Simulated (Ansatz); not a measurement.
# Ge in W(100), 2x2: scattering by a point defect

Wanted: the reflection from a plane of defects, Ge in W(100), 2x2, and the resistivity it implies.

Method: Ansatz plane-wave DFT, PBE, PAW files; ballistic transport by layer matching (Landauer), zero bias; PAW set soft_1, in Ansatz 0.2.0.

**1. Set-up**

The cell holds 72 atoms: 71 W and 1 Ge. Its edges and angles: a = 6.330 Å, b = 6.330 Å, c = 28.483 Å, α = 90.0°, β = 90.0°, γ = 90.0°. It derives from W. Regions: lead, 40 atoms (40 W); scattering region, 32 atoms (31 W and 1 Ge). The structure is stacked along c, and the current runs across the ab planes.

**2. Transmission at ideal sites**

The defect sits in one plane of the supercell, all atoms on ideal sites; the layers about the cell's end are the lead. The mesh across the current, 8×8, is finer than the density's, because channels open and close sharply across the zone. Energies from -0.1 to 0.1 eV in steps of 0.05 eV are too few for the program's thermal sum, so it prints no conductance; for a metal the transmission near the Fermi level serves, at a fraction of the cost.

input.yaml

```yaml
crystal:
  lattice:
    - [6.3296, 0.0, 0.0]
    - [0.0, 6.3296, 0.0]
    - [0.0, 0.0, 28.4832]
  atoms:
    - { symbol: W, position: [0.0, 0.0, 0.0277777778] }
    - { symbol: W, position: [0.0, 0.5, 0.0277777778] }
    - { symbol: W, position: [0.5, 0.0, 0.0277777778] }
    - { symbol: W, position: [0.5, 0.5, 0.0277777778] }
    - { symbol: W, position: [0.25, 0.25, 0.0833333333] }
    - { symbol: W, position: [0.25, 0.75, 0.0833333333] }
    - { symbol: W, position: [0.75, 0.25, 0.0833333333] }
    - { symbol: W, position: [0.75, 0.75, 0.0833333333] }
    - { symbol: W, position: [0.0, 0.0, 0.1388888889] }
    - { symbol: W, position: [0.0, 0.5, 0.1388888889] }
    - { symbol: W, position: [0.5, 0.0, 0.1388888889] }
    - { symbol: W, position: [0.5, 0.5, 0.1388888889] }
    - { symbol: W, position: [0.25, 0.25, 0.1944444444] }
    - { symbol: W, position: [0.25, 0.75, 0.1944444444] }
    - { symbol: W, position: [0.75, 0.25, 0.1944444444] }
    - { symbol: W, position: [0.75, 0.75, 0.1944444444] }
    - { symbol: W, position: [0.0, 0.0, 0.25] }
    - { symbol: W, position: [0.0, 0.5, 0.25] }
    - { symbol: W, position: [0.5, 0.0, 0.25] }
    - { symbol: W, position: [0.5, 0.5, 0.25] }
    - { symbol: W, position: [0.25, 0.25, 0.3055555556] }
    - { symbol: W, position: [0.25, 0.75, 0.3055555556] }
    - { symbol: W, position: [0.75, 0.25, 0.3055555556] }
    - { symbol: W, position: [0.75, 0.75, 0.3055555556] }
    - { symbol: W, position: [0.0, 0.0, 0.3611111111] }
    - { symbol: W, position: [0.0, 0.5, 0.3611111111] }
    - { symbol: W, position: [0.5, 0.0, 0.3611111111] }
    - { symbol: W, position: [0.5, 0.5, 0.3611111111] }
    - { symbol: W, position: [0.25, 0.25, 0.4166666667] }
    - { symbol: W, position: [0.25, 0.75, 0.4166666667] }
    - { symbol: W, position: [0.75, 0.25, 0.4166666667] }
    - { symbol: W, position: [0.75, 0.75, 0.4166666667] }
    - { symbol: W, position: [0.0, 0.0, 0.4722222222] }
    - { symbol: W, position: [0.0, 0.5, 0.4722222222] }
    - { symbol: W, position: [0.5, 0.0, 0.4722222222] }
    - { symbol: W, position: [0.5, 0.5, 0.4722222222] }
    - { symbol: Ge, position: [0.25, 0.25, 0.5277777778] }
    - { symbol: W, position: [0.25, 0.75, 0.5277777778] }
    - { symbol: W, position: [0.75, 0.25, 0.5277777778] }
    - { symbol: W, position: [0.75, 0.75, 0.5277777778] }
    - { symbol: W, position: [0.0, 0.0, 0.5833333333] }
    - { symbol: W, position: [0.0, 0.5, 0.5833333333] }
    - { symbol: W, position: [0.5, 0.0, 0.5833333333] }
    - { symbol: W, position: [0.5, 0.5, 0.5833333333] }
    - { symbol: W, position: [0.25, 0.25, 0.6388888889] }
    - { symbol: W, position: [0.25, 0.75, 0.6388888889] }
    - { symbol: W, position: [0.75, 0.25, 0.6388888889] }
    - { symbol: W, position: [0.75, 0.75, 0.6388888889] }
    - { symbol: W, position: [0.0, 0.0, 0.6944444444] }
    - { symbol: W, position: [0.0, 0.5, 0.6944444444] }
    - { symbol: W, position: [0.5, 0.0, 0.6944444444] }
    - { symbol: W, position: [0.5, 0.5, 0.6944444444] }
    - { symbol: W, position: [0.25, 0.25, 0.75] }
    - { symbol: W, position: [0.25, 0.75, 0.75] }
    - { symbol: W, position: [0.75, 0.25, 0.75] }
    - { symbol: W, position: [0.75, 0.75, 0.75] }
    - { symbol: W, position: [0.0, 0.0, 0.8055555556] }
    - { symbol: W, position: [0.0, 0.5, 0.8055555556] }
    - { symbol: W, position: [0.5, 0.0, 0.8055555556] }
    - { symbol: W, position: [0.5, 0.5, 0.8055555556] }
    - { symbol: W, position: [0.25, 0.25, 0.8611111111] }
    - { symbol: W, position: [0.25, 0.75, 0.8611111111] }
    - { symbol: W, position: [0.75, 0.25, 0.8611111111] }
    - { symbol: W, position: [0.75, 0.75, 0.8611111111] }
    - { symbol: W, position: [0.0, 0.0, 0.9166666667] }
    - { symbol: W, position: [0.0, 0.5, 0.9166666667] }
    - { symbol: W, position: [0.5, 0.0, 0.9166666667] }
    - { symbol: W, position: [0.5, 0.5, 0.9166666667] }
    - { symbol: W, position: [0.25, 0.25, 0.9722222222] }
    - { symbol: W, position: [0.25, 0.75, 0.9722222222] }
    - { symbol: W, position: [0.75, 0.25, 0.9722222222] }
    - { symbol: W, position: [0.75, 0.75, 0.9722222222] }
kpoints:
  mp_grid: { grid: [4, 4, 1] }
hamiltonian:
  xc: pbe
  pseudopotentials: { kind: paw, azcp: { folder: soft_1 } }
scf:
  occupations: { method: fermi_dirac, width: 0.1 }
output:
  transmission: { leads: [[0, 4]], kmesh: [8, 8], e_range: [-0.1, 0.1], de: 0.05 }
  write_potential: true
  write_density: true
  volumetric_format: npy
  elf: true
```

Run with:

```bash
$ ansatz run input.yaml --threads 4 --pin off --max-ram 15360MiB --backend cpu --events-out ev --progress --plain --runs-dir out
```

Numbers of over 12 decimals in the logs are rounded to 6 here.

The log of the run:

```text
Engine: ansatz 0.2.0, aarch64-unknown-linux-gnu
Pseudopotentials: kind: paw
Pseudopotential: W, paw, valence charge 14, recommended cutoff 420 eV (normal), soft_1/W.paw.azcp
Pseudopotential: Ge, paw, valence charge 14, recommended cutoff 420 eV (normal), soft_1/Ge.paw.azcp
Functional definition: PBE
  parameter kappa = 0.804
  parameter beta = 0.066725
  exchange = pbe_x(kappa = kappa, mu = beta*pi^2/3)
  correlation = pbe_c(beta = beta)
Crystal: 72 atoms, lattice volume = 1141.146 Å³
Basis set: ecut = 420 eV, 22299 PW (Γ)
Bands: 605, of which v1, the nominal top of the filled ones, is band 504 counted from 1 (503 counted from 0)
Symmetry: 16 space group operations
Space group: P4/mmm (ITA 123), of the structure as read, at distance tolerance 1.0e-4 Å
k-points: 6 of 16
Non-local potential: W, projectors of the file, l = 0: 3, l = 1: 2, l = 2: 2, l = 3: 1
Non-local potential: Ge, projectors of the file, l = 0: 2, l = 1: 2, l = 2: 3, l = 3: 1
PAW form: soft (Blöchl's): semilocal exchange-correlation on the pseudo side does not see the compensation charge
PAW one-centre angular grid: W, 590 points (default); XC on 64 Gauss nodes
PAW one-centre angular grid: Ge, 590 points (default); XC on 64 Gauss nodes
Initial density: superposition of atomic densities (chi_scale 0.1, normalization cell, long waves kept (reshape's long-wave potential 0.99 eV rms))
Initial wavefunctions: pseudopotential atomic-orbital guess
Functional: x = pbe(κ = 0.804, μ = 0.219515), c = pbe(β = 0.066725)
SCF iter   1: F=—  HF=-741725.394577 eV  |F-HF|=—  |Δ(HF+E_count)|=         —  Δρ=7.10e-2  dr2=2.12e3  ethr=3.10e-3  ⟨swp⟩=5.5  Hψ=13796  notcnv=0
preconditioner: auto → Kerker (q_TF=auto, 2.672 Å⁻¹)  [metal: Δε(μ)=0.017 eV  Ē_g=5.323 eV  σ=0.100 eV  W_gap=0.04  n_scr=372 (ndim 8)  ℏωp=22.8 eV  f_vac=0.000  D(μ)=46.93/eV (n_scr^D=388)]
SCF iter   2: F=—  HF=-741708.396533 eV  |F-HF|=—  |Δ(HF+E_count)|=    1.70e1  Δρ=4.46e-2  dr2=1.02e3  ethr=3.10e-3  ⟨swp⟩=2.0  Hψ=4633  notcnv=0  defer=36
SCF iter   3: F=—  HF=-741695.357988 eV  |F-HF|=—  |Δ(HF+E_count)|=    1.30e1  Δρ=8.71e-3  dr2=7.20e1  ethr=3.10e-3  ⟨swp⟩=3.2  Hψ=9979  notcnv=0  defer=1
SCF iter   4: F=—  HF=-741694.634448 eV  |F-HF|=—  |Δ(HF+E_count)|=   7.24e-1  Δρ=4.79e-3  dr2=5.19e0  ethr=3.10e-3  ⟨swp⟩=2.0  Hψ=6096  notcnv=0  defer=6
SCF iter   5: F=—  HF=-741694.470377 eV  |F-HF|=—  |Δ(HF+E_count)|=   1.64e-1  Δρ=1.95e-3  dr2=4.31e-2  ethr=5.14e-4  ⟨swp⟩=2.0  Hψ=5354  notcnv=0  defer=6
SCF iter   6: F=—  HF=-741694.425372 eV  |F-HF|=—  |Δ(HF+E_count)|=   4.50e-2  Δρ=4.77e-4  dr2=1.92e-1  ethr=4.27e-6  ⟨swp⟩=3.3  Hψ=5035  notcnv=0  defer=6
SCF iter   7: F=—  HF=-741694.423140 eV  |F-HF|=—  |Δ(HF+E_count)|=   2.23e-3  Δρ=1.26e-4  dr2=8.08e-4  ethr=4.27e-6  ⟨swp⟩=1.0  Hψ=3624  notcnv=0  defer=6
SCF iter   8: F=—  HF=-741694.423042 eV  |F-HF|=—  |Δ(HF+E_count)|=   9.76e-5  Δρ=3.23e-5  dr2=1.14e-4  ethr=8.01e-8  ⟨swp⟩=2.0  Hψ=4488  notcnv=0  defer=6
SCF iter   9: F=—  HF=-741694.423013 eV  |F-HF|=—  |Δ(HF+E_count)|=   2.91e-5  Δρ=1.09e-5  dr2=2.13e-5  ethr=1.13e-8  ⟨swp⟩=2.0  Hψ=4490  notcnv=0  defer=6
SCF iter  10: F=—  HF=-741694.423500 eV  |F-HF|=—  |Δ(HF+E_count)|=   4.87e-4  Δρ=2.38e-6  dr2=3.58e-7  ethr=2.11e-9  ⟨swp⟩=2.0  Hψ=3856  notcnv=0  defer=6
SCF iter  11: F=-741694.423500 eV  HF=-741694.423500 eV  |F-HF|=1.39e-8  |Δ(HF+E_count)|=   2.68e-8  Δρ=4.57e-7  dr2=1.52e-8  ethr=9.92e-12  ⟨swp⟩=7.2  Hψ=9104  notcnv=0
SCF 1 converged in 11 iterations: F = -741694.423500 eV  dr2 = 1.52e-8
  greatest PAW one-centre occupation: 0.999 electrons in one spin orbital (limit 2), on the W atom at site 51 (counted from 0), in its partial waves of l = 0
transmission: 60 of 540 steps passed
transmission: 108 of 540 steps passed
[...]
transmission: 540 of 540 steps passed
SCF converged after 11 iterations
Free energy (F): -741694.423500 eV
Harris-Foulkes:  -741694.423500 eV  (|F-HF|=1.39e-8)
Internal energy: -741693.270280 eV  (E = F + TS)
E sigma→0 (E₀):  -741693.846890 eV
Entropy (-TS):   -1.153220 eV (-16.017 meV/atom)
Fermi energy:    22.287240 eV
--- Per-component energies (eV) ---
  E_band       = -6047.857219
  E_kinetic    = 30043.177548
  E_local      = -40199.037481  (includes V_loc(G=0)·N_el)
  E_nonlocal   = -1587.635410
  E_hartree    = 17014.342435
  E_xc         = -19084.091380
  E_vxc        = -16498.108007  (∫ρ·V_xc dr)
  E_paw        = -611044.752712  (= ΣΔE_a)
  E_vpaw       = -11834.947371  (= ΣTr[D̂ρ^β])
  E_aug_tail   = 0.010470  (compensation charges beyond the density's cutoff)
  E_ewald      = -116835.283748
  E_smearing   = -1.153220  (= −TS)
  E_closure    = -0.000000  (closes the sum)
  Σ components = -741694.423500   (vs F -741694.423500, Δ=0.00e0)
--- Band table (eV; the first three rows and the last of 6) ---
  k-point 0: bands = [... 500 lower, 22.2297, 22.2297, 22.2554, 22.2722, 22.2757, 22.2991, 22.3041, 22.3041, ... 97 higher]
  k-point 1: bands = [... 500 lower, 22.1659, 22.2127, 22.2420, 22.2507, 22.2832, 22.2844, 22.3226, 22.3437, ... 97 higher]
  k-point 2: bands = [... 500 lower, 22.1616, 22.2236, 22.3781, 22.3983, 22.4406, 22.4633, 22.4705, 22.4967, ... 97 higher]
  k-point 5: bands = [... 500 lower, 21.5746, 21.6315, 21.7638, 22.0352, 22.0352, 22.3194, 22.4121, 22.4121, ... 97 higher]
--- Transmission ---
  basis      : 349 plane waves across, 36 finite elements along
  points     : 15, standing for a mesh of 8 x 8
  energies   : 5 from -0.100000 to 0.100000 eV about the Fermi level, 0.050000 eV apart; the leads are filled to 0.000000 eV, and channels, transmission and decay are at 0.000000 eV
  crystal 0  : W4, at the sites [0, 4], period 1.5824 Å, over 26.90 Å; its Hamiltonian steps by up to 5.9 meV
    offset         : up to 0.0000 Å between an atom of the period and one for which it stands
    channels       : 5.281250e0 a spin
    conductance    : none, the energies end too early or step too widely for 300 K: set another output.transmission.e_range or a lower de, or, where they end at an eighth of basis.ecutwfc, a higher one
    slowest decay  : 0.0383 /Å at (0.5000, 0.5000)
  junction   : crystal 0 to crystal 0, 0.88 to 27.79 Å
    transmission   : 3.326684e0 a spin
    conductance    : none, the energies end too early or step too widely for 300 K: set another output.transmission.e_range or a lower de, or, where they end at an eighth of basis.ecutwfc, a higher one
```

Elapsed: 9.2 min, on 4 threads of Arm Neoverse V1, shared host; peak memory 11 GiB.

This step gave:

* free energy: -741694.4235 eV
* energy at zero smearing: -741693.8469 eV
* Fermi energy: 22.29 eV
* cell area: 40.06 Å²
* transmission per spin nearest the Fermi level: 3.327
* open channels per spin nearest the Fermi level: 5.281
* step of the lead's potential: 5.9 meV

Per spin. Table of transmission, zone mean by energy, zero at the Fermi level:

```csv
energy (eV),"transmission, zone mean"
-0.1000,3.12
-0.0500,3.18
0.0000,3.33
0.0500,3.49
0.1000,3.53
```

Per spin. The open channels, zone mean, lead by energy, zero at the Fermi level:

```csv
energy (eV),"open channels, zone mean, lead"
-0.1000,4.72
-0.0500,4.66
0.0000,5.28
0.0500,5.66
0.1000,5.53
```

Transmission over k1 and k2. At 0.0000 eV from the Fermi level.

Values, 8 rows by 8 columns:
```
 0.8  0.9  1.7  2.7  3.5  2.7  1.7  0.9
 1.9  1.7  1.0  3.2  5.2  3.2  1.0  1.7
 2.3  2.7  3.2  8.6  9.9  8.6  3.2  2.7
 2.5  3.5  5.2  9.9 10.1  9.9  5.2  3.5
 2.3  2.7  3.2  8.6  9.9  8.6  3.2  2.7
 1.9  1.7  1.0  3.2  5.2  3.2  1.0  1.7
 0.8  0.9  1.7  2.7  3.5  2.7  1.7  0.9
 0.0  0.8  1.9  2.3  2.5  2.3  1.9  0.8
```
Columns: k1 (b1) from -0.5 to 0.375; rows upwards: k2 (b2) from -0.5 to 0.375.

Open channels over k1 and k2. At 0.0000 eV from the Fermi level.

Ten even steps from '0' (0.0) to '9' (14.0):
```
10223220
12155512
22599952
23599953
22599952
12155512
10223220
01122211
```
Columns: k1 (b1) from -0.5 to 0.375; rows upwards: k2 (b2) from -0.5 to 0.375.

ELF in the ca plane at fractional y = 0.250, with atoms of W and Ge within 0.2 Å of it. It is the smooth field of the valence electrons, not physical close to the nuclei.

Ten even steps from '0' (0.14) to '9' (0.65), each cell a mean:
```
56556521366566422466665201466665313565564213
25664222235663222236763222247652222256642222
42552699833642799724633899625524999425526998
60321863940412944921404936803306828603218639
60331863940412944921404936803306828603218639
42552599833642799724633889625524988425526998
25664222235663222236763111247652222256642222
56556522366566422466665201466665313565565223
66556644566556644676555544555566535665566445
36665300146665200256556655655564101366652001
23663366524652466424556434565533565336623665
61431787941532887921465201455206969515318879
70321841850412822920354041255107707604218419
51431797941532888921465201455206979515317879
23663366524652466424556544565533565246623665
46665310146665200256556555655564101366653101
66556644566556644676555544555566535665566445
```
Columns run along c (16.0 Å, from fractional 0.22 to 0.78 of the cell), rows up along a (6.3 Å). Atoms in or near the plane, at fractional coordinates: W at (0.31, 0.25), W at (0.31, 0.75), W at (0.42, 0.25), W at (0.42, 0.75), Ge at (0.53, 0.25), W at (0.53, 0.75), W at (0.64, 0.25), W at (0.64, 0.75), W at (0.75, 0.25), W at (0.75, 0.75).

Valence density in the ca plane at fractional y = 0.250, with atoms of W and Ge within 0.2 Å of it. It is the smooth field of the valence electrons, not physical close to the nuclei.

Values in e/Å³, 9 rows by 16 columns, each cell a mean:
```
 0  0  1  0  0  0  0  0  0  0  0  0  0  0  0  1
 1  1  4  1  0  3  2  0  3  3  0  2  3  0  1  4
 1  1  5  2  0  4  2  0  3  3  0  2  4  0  2  5
 0  0  1  0  0  1  1  0  1  1  0  1  1  0  0  1
 0  0  0  0  0  0  0  0  0  0  0  0  0  0  0  0
 0  0  2  1  0  2  1  0  1  1  0  1  2  0  1  2
 1  1  5  2  0  5  3  0 10 10  0  3  4  0  2  5
 1  0  3  1  0  2  1  0  2  2  0  1  2  0  1  3
 0  0  0  0  0  0  0  0  0  0  0  0  0  0  0  0
```
Columns run along c (16.0 Å, from fractional 0.22 to 0.78 of the cell), rows up along a (6.3 Å). Atoms in or near the plane, at fractional coordinates: W at (0.31, 0.25), W at (0.31, 0.75), W at (0.42, 0.25), W at (0.42, 0.75), Ge at (0.53, 0.25), W at (0.53, 0.75), W at (0.64, 0.25), W at (0.64, 0.75), W at (0.75, 0.25), W at (0.75, 0.75).

Electrostatic potential energy in the ca plane at fractional y = 0.250, with atoms of W and Ge within 0.2 Å of it. With pseudopotentials it is smooth inside the atoms' cores, unlike the true potential.

Ten even steps from '0' (-24 eV) to '9' (23 eV), each cell a mean:
```
99999999999999999999999999999999999999999999
89999755689999755799998655799998656899997556
58998300269997200279996100389984101589973002
27996100038985000059983000169972000279961000
27996100038995000059983000169972000279961000
58998410269997300379996201389985101589973102
89999755689999755799998655799998656899997556
99999999999999999999999999999999999999999999
99999999999999999999999999999999999999999999
99999987899999877899999988999999878999998878
69998522479998522589998655799996323699985224
38997200048995100159996555589973000389962000
27996000038984000048995565579972000279961000
38997200048996100169996555589973000389972000
69998632479998522589998655799996323799985324
99999987899999877899999988999999878999999878
99999999999999999999999999999999999999999999
```
Columns run along c (16.0 Å, from fractional 0.22 to 0.78 of the cell; values clipped at the 3rd and 97th percentile), rows up along a (6.3 Å). Atoms in or near the plane, at fractional coordinates: W at (0.31, 0.25), W at (0.31, 0.75), W at (0.42, 0.25), W at (0.42, 0.75), Ge at (0.53, 0.25), W at (0.53, 0.75), W at (0.64, 0.25), W at (0.64, 0.75), W at (0.75, 0.25), W at (0.75, 0.75).

Over the solved energies the transmission per spin lies between 3.12 and 3.53, out of 5.17 channels of the lead on average (up to 5.66).

**3. Resistance at ideal sites**

This step: Ansatz plane-wave DFT, PBE, PAW files; ballistic transport by layer matching (Landauer), zero bias; area resistance of the defect plane and resistivity an atomic per cent; PAW set soft_1 (Ansatz 0.2.0).

Numbers from this step:

```yaml
area_resistance: 0.5574 fΩ m²
t_over_the_leads_mean_channel_count: 0.6409
resistivity_per_at_scaled_from_this_dense_plane_with_the_factor_3_over_4_for_isotropic_scattering: 10.57 µΩ cm
```

Averaged over the energies near the Fermi level, 64.1 % of the channels pass, which makes 0.557 fΩ m².

By hand, with T and the leads' channels N averaged over the energies near the Fermi level: RA = A (h/2e²)(1/T − 1/N) = 40.06×10⁻²⁰ m² × 12 906 Ω × (1/3.331 − 1/5.198) = 0.557 fΩ m². Per atomic per cent: RA × A / V_atom × 0.01 × 3/4 = 10.6 µΩ cm, with the host's V_atom = 15.85 Å³.

**4. What came out**

| Quantity | Value |
| --- | --- |
| share of channels that pass, rigid | 0.641 |
| area resistance, rigid | 0.557 fΩ m² |
| resistivity per at.% from the area resistance, times 3/4, rigid | 10.6 µΩ cm |

**Reading.** The plane of defects adds 0.56 fΩ m². Scaled to one atomic per cent that is 14 µΩ cm as it stands and 11 with the factor 3/4 for isotropic scattering on a spherical Fermi surface; with the reflection in place of the resistance taken as linear in the density it would be 6.8. These are rough estimates of the dilute value, not bounds. One Ge in each 2x2 cell reflects 36 % of the lead's channels. The defects form a dense periodic sheet that scatters coherently, unlike a dilute random alloy. T and N are means over the solved energies nearest the Fermi level. Spin-orbit coupling is left out, which matters for W.

[Logs are printed without paths, hosts, clocks, repeated set-up lines and the standing remarks that a program may print on its own settings, such as how far it seeks lower states.]

[Hosts, paths, dates, database ids (printed as entryN), source tags and the programs' standing remarks are cut or masked in the printed files.]
